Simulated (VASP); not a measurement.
Input of a VASP 6.6.1 run:

Contents of INCAR:

```
SYSTEM = B
PREC = Accurate
ENCUT = 520
EDIFF = 1E-7
ISMEAR = 0
SIGMA = 0.15
LREAL = .False.
LASPH = .True.
NELM = 100
ALGO = Normal
ISIF = 2
LWAVE = .False.
LCHARG = .False.
GGA = CA
NBANDS = 8
```

KPOINTS

```
Automatic mesh
0
Gamma
  33 33 14
  0 0 0
```

POSCAR

```
B
1.0
    1.7024335758      0.0000000000      0.0000000000
   -0.8512167879      1.4743507249      0.0000000000
    0.0000000000      0.0000000000      3.6354228500
B
1
Direct
    0.0000000000      0.0000000000      0.0000000000
```

Potentials or basis: VASP PAW LDA potentials, release 64 (B).

The run is started by

```bash
$ cat potpaw_LDA.64/B/POTCAR > POTCAR
$ mpirun -np 1 vasp_std > vasp.out
```

Question: Estimate the pressure.

Answer: -2.9 GPa.

Question: What does it give for the band gap on the k mesh?

Answer: None (metal or under the smearing width).

Stress tensor (GPa, compression positive):
```
-3.70  0.00  0.00
 0.00 -3.70  0.00
 0.00  0.00 -1.40
```
